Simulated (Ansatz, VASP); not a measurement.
## Tc in VASP and in Ansatz

Contents of POSCAR:

```
Tc
1.0
    0.0000000000      1.9500000000      1.9500000000
    1.9500000000      0.0000000000      1.9500000000
    1.9500000000      1.9500000000      0.0000000000
Tc
1
Direct
    0.0000000000      0.0000000000      0.0000000000
```

The input INCAR.step1:

```
SYSTEM = Tc
PREC = Accurate ; ENCUT = 600
ISMEAR = -1 ; SIGMA = 0.05
LREAL = .FALSE. ; LASPH = .TRUE.
NELM = 80 ; GGA = PE
ALGO = Normal ; EDIFF = 1E-4
LWAVE = .TRUE. ; LCHARG = .FALSE.
```

INCAR.step2

```
SYSTEM = Tc
PREC = Accurate ; ENCUT = 600
EDIFF = 1E-6 ; ISMEAR = -1
SIGMA = 0.05 ; LREAL = .FALSE.
LASPH = .TRUE. ; NELM = 80
ALGO = Normal ; ISIF = 3
LWAVE = .FALSE. ; LCHARG = .FALSE.
METAGGA = R2SCAN ; LMIXTAU = .TRUE.
IBRION = 2 ; NSW = 60
EDIFFG = -0.01 ; ISTART = 1
```

Contents of KPOINTS:

```
regular mesh
0
G
  12 12 12
  0 0 0
```

File input.yaml:

```yaml
crystal:
  lattice:
    - [0.0, 1.95, 1.95]
    - [1.95, 0.0, 1.95]
    - [1.95, 1.95, 0.0]
  atoms:
    - { symbol: Tc, position: [0.0, 0.0, 0.0] }
hamiltonian:
  xc: r2scan
  pseudopotentials: { kind: paw }
kpoints:
  mp_grid: { grid: [12, 12, 12] }
scf:
  occupations: { method: fermi_dirac, width: 0.05 }
output:
  forces: true
  stress: true
  eigenvalues: true
relax:
  f_tol: 0.01
  max_steps: 40
  cell: { stress_tol: 0.05 }
```

This isn't the form of Tc at room conditions, which is hcp.

Alike in both runs: task relaxation of cell and atoms; functional r2SCAN; k mesh 12 × 12 × 12; occupations fermi-dirac, width 0.05 eV; no spin polarisation.

|  | VASP | Ansatz |
| --- | --- | --- |
| version | VASP 6.6.1 | Ansatz 0.2.0 |
| potentials or method | VASP PAW PBE potentials, release 64 (Tc_pv) | Ansatz PAW earlier set |
| plane-wave cutoff (eV) | 600 | 500 |
| valence electrons in the cell | 13 | 15 |

```tsv
	VASP	Ansatz	Ansatz less VASP
gap on the k mesh at the Fermi level, each at its own relaxed structure (eV)	none	none	-
relaxed volume (Å³/atom)	14.32	14.28	-0.037
relaxed cell length with the largest relative difference (Å)	2.725	2.723	-0.0024
energy change over the relaxation (meV/atom)	-17	-20	-2.3
```

A gap of «none» marks a metal or a gap that the smearing closes. The two sets of potentials don't hold the same shells in valence.

Caveats: the PAW data sets were made with another functional, which shifts forces and pressure a little (VASP); the plane-wave basis is chosen anew once the cell has moved, so the energies of steps on either side of that aren't comparable (Ansatz); the PAW data sets come from PBE, with cores solved anew for the run's functional, which leaves a small shift of forces and pressure (Ansatz).
